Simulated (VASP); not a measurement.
Write the native input for VASP 6.6.1 that does the following.

* Task: relaxation of cell and atoms
* Functional: LDA
* Potentials or basis: VASP PAW LDA potentials, release 64 (C)
* Cutoff: 600 eV
* k mesh: 14 × 14 × 14
* Occupations: gaussian, width 0.03 eV
* Spin: no spin polarisation
* Further INCAR settings: ALGO = Normal; EDIFF = 1e-06; IBRION = 2; EDIFFG = -0.01; NSW = 90; ISIF = 3

The structure of C lies in POSCAR:

```
C
1.0
    0.0000000000      1.7833700000      1.7833700000
    1.7833700000      0.0000000000      1.7833700000
    1.7833700000      1.7833700000      0.0000000000
C
2
Direct
    0.0000000000      0.0000000000      0.0000000000
    0.2500000000      0.2500000000      0.2500000000
```

This isn't the form of C at room conditions, which is graphite.

These files were run (other wordings do the same):

INCAR

```
SYSTEM = C
  PREC = Accurate
  ENCUT = 600
  EDIFF = 1E-6
  ISMEAR = 0
  SIGMA = 0.03
  LREAL = .FALSE.
  LASPH = .TRUE.
  NELM = 80
  ALGO = Normal
  ISIF = 3
  LWAVE = .FALSE.
  LCHARG = .FALSE.
  IBRION = 2
  NSW = 90
  EDIFFG = -0.01
```

KPOINTS

```
Automatic mesh
0
G
  14 14 14
  0 0 0
```

Potentials or basis: VASP PAW LDA potentials, release 64 (C).

Command:

```sh
$ cat potpaw_LDA.64/C/POTCAR > POTCAR
$ mpirun -np 1 vasp_std > vasp.out
```

It gave:

```yaml
Relaxed_volume: 5.52 Å³/atom
Relaxed_cell: a = 2.499 Å, b = 2.499 Å, c = 2.499 Å, α = 60.00°, β = 60.00°, γ = 60.00°
Space_group_after_relaxing_to_0.05_Å: Fd-3m (No. 227)
Energy_gained_by_relaxing: 6.2 meV/atom
Ionic_steps: 3
Pressure_after_relaxing: -0.1 GPa
Band_gap_on_the_k_mesh: 4.17 eV, indirect (least direct gap 5.62 eV)
```

Run time: 9.5 s on 1 thread of Intel(R) Xeon(R) 6975P-C (Granite Rapids), on a shared host, peak memory 0.11 GiB.
